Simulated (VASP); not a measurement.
Set up this calculation in VASP 6.6.1, as the native input.

```yaml
Task: single point
Functional: PBE
Dispersion: D3(BJ)
Potentials_or_basis: VASP PAW PBE potentials, release 64 (C, O, H)
Cutoff: 520 eV
k_mesh: 1 × 1 × 1
Occupations: fermi-dirac, width 0.02 eV
Spin: no spin polarisation
Dipole_correction: no
Further_INCAR_settings: LREAL = Auto; ALGO = Normal; EDIFF = 1e-07; NBANDS = 64
```

The structure of H6C2O lies in POSCAR:

```
H6C2O
1.0
    7.0419250000      0.0000000000      0.0000000000
    0.0000000000      7.0419250000      0.0000000000
    0.0000000000      0.0000000000      7.0419250000
C O H
8 4 24
Direct
    0.4961579517      0.7256958476      0.4185376040
    0.4627657971      0.5195415440      0.3674583635
    0.1000116639      0.5831021467      0.8585086786
    0.0034761566      0.6692325298      1.0318625728
    1.0034739680     -0.0194306879      0.4770886957
    0.9133174083      0.1243759531      0.3436299241
    0.5999471332      0.1603579092      0.7945375672
    0.3937977986      0.1272288499      0.8442503626
    0.5823135129      0.4697749002      0.2081858624
   -0.1809666906      0.7454469259      0.9899083209
    0.9061946562      0.3068897570      0.4318507652
    0.3665498651      0.1784391209      1.0412963216
    0.5181446689      0.3646010547      0.1410232652
    0.4984385826      0.4270856858      0.4894555282
    0.3122016354      0.4937088357      0.3318356631
    0.4230043169      0.7608157605      0.5520423557
    0.6489238641      0.7519413374      0.4394441969
    0.4442529739      0.8209322378      0.3059225057
   -0.2748710417      0.6631769177      1.0526193131
   -0.0081395438      0.5623718795      1.1464672914
    0.0924091736      0.7861923106      1.0876171551
    0.2404009051      0.5271144376      0.8989138827
    0.0153483909      0.4678613361      0.7963392123
    0.1214030570      0.6911423279      0.7477345793
    0.8128815441      0.3808449786      0.3598414427
    0.9967302889      0.1323901554      0.2096279251
    0.7694899251      0.0773524235      0.3018059566
    1.0139856376     -0.1583313620      0.4066298227
    1.1472828423      0.0250459325      0.5183077226
    0.9186560371     -0.0372583300      0.6067778087
    0.2311794626      0.1754979246      1.0687251204
    0.2994391677      0.2136258707      0.7539177598
    0.3555880636     -0.0235454700      0.8241148053
    0.6257449118      0.1247399604      0.6452425467
    0.6387590530      0.3103289286      0.8133513850
    0.6928976623      0.0707127700      0.8819439170
```

The cell was built by a generator and needn't be a form met in nature.

The input as run:

INCAR

```
  PREC = Accurate
  ENCUT = 520
  EDIFF = 1E-7
  ISMEAR = -1
  SIGMA = 0.02
  LREAL = Auto
  LASPH = T
  NELM = 100
  ALGO = Normal
  ISIF = 2
  LWAVE = F
  LCHARG = F
  GGA = PE
  IVDW = 12
  NBANDS = 64
```

KPOINTS

```
regular mesh
0
Gamma
  1 1 1
```

Potentials or basis: VASP PAW PBE potentials, release 64 (C, O, H).

Command:

```sh
$ cat potpaw_PBE.64/C/POTCAR potpaw_PBE.64/O/POTCAR potpaw_PBE.64/H/POTCAR > POTCAR
$ mpirun -np 1 vasp_gam > vasp.out
```

Results of the run:

- Pressure: -0.7 GPa
- Largest force: 0.220 eV/Å
- Band gap on the k mesh: 4.97 eV, direct
- Dispersion energy per atom: -0.040 eV

Run time: 68 s on 1 thread of Intel(R) Xeon(R) Platinum 8375C CPU @ 2.90GHz (Ice Lake), with other jobs on the host, peak memory 0.35 GiB.
